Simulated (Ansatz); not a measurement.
Here is an Ansatz 0.2.0 calculation.

input.yaml

```yaml
crystal:
  lattice:
    - [0.0, 2.7255, 2.7255]
    - [2.7255, 0.0, 2.7255]
    - [2.7255, 2.7255, 0.0]
  atoms:
    - { symbol: Se, position: [0.5, 0.5, 0.5] }
    - { symbol: Mg, position: [0.0, 0.0, 0.0] }
hamiltonian:
  xc: pbe
  pseudopotentials: { kind: paw }
kpoints:
  mp_grid: { grid: [8, 8, 8] }
scf:
  occupations: { method: gaussian, width: 0.02 }
output:
  forces: true
  stress: true
  eigenvalues: true
  write_density: true
  write_potential: true
  elf: true
  volumetric_format: npy
```

Potentials or basis: Ansatz PAW.

Command:

```console
$ ansatz run input.yaml --threads 2 --pin off --max-ram 5632MiB --backend cpu --events-out ev --progress --plain --runs-dir out
```

Predict the band gap on the k mesh.

1.82 eV, indirect (least direct gap 2.61 eV).

Predict the pressure.

2.0 GPa.

A k mesh can miss the band edges. Expect the measured gap to be larger: semilocal functionals such as PBE lack the derivative discontinuity.
